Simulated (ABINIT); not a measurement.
Crystal: HfB2.

```
CELL_PARAMETERS angstrom
3.14000 0.00000 0.00000
-1.57000 2.71932 0.00000
0.00000 0.00000 3.48000
ATOMIC_POSITIONS crystal
Hf 0.00000 0.00000 0.00000
B 0.66667 0.33333 0.50000
B 0.33333 0.66667 0.50000
```

Program: ABINIT 10.8.3 (patched build). Alike in all runs: no spin polarisation; cell as given; smearing fermi-dirac 0.05 eV. Hardware: 1 thread of Arm Neoverse V1 (shared host).

Question: Order these runs on this cell by their wall time, lowest first.
A. task single point; level PBE; potentials or basis JTH PAW PBE v2.0; k mesh 8 × 8 × 6; cutoff (eV) 463; fine-grid cutoff 925.187 eV
B. task band structure; level LDA; potentials or basis PseudoDojo NC SR LDA v0.4.1 standard; k mesh 10 × 10 × 8; cutoff (eV) 1034
C. task single point; level PBEsol; potentials or basis JTH PAW PBE v2.0; k mesh 13 × 13 × 10; cutoff (eV) 463; fine-grid cutoff 925.187 eV

Answer: A (12 s), C (38 s), B (140 s).
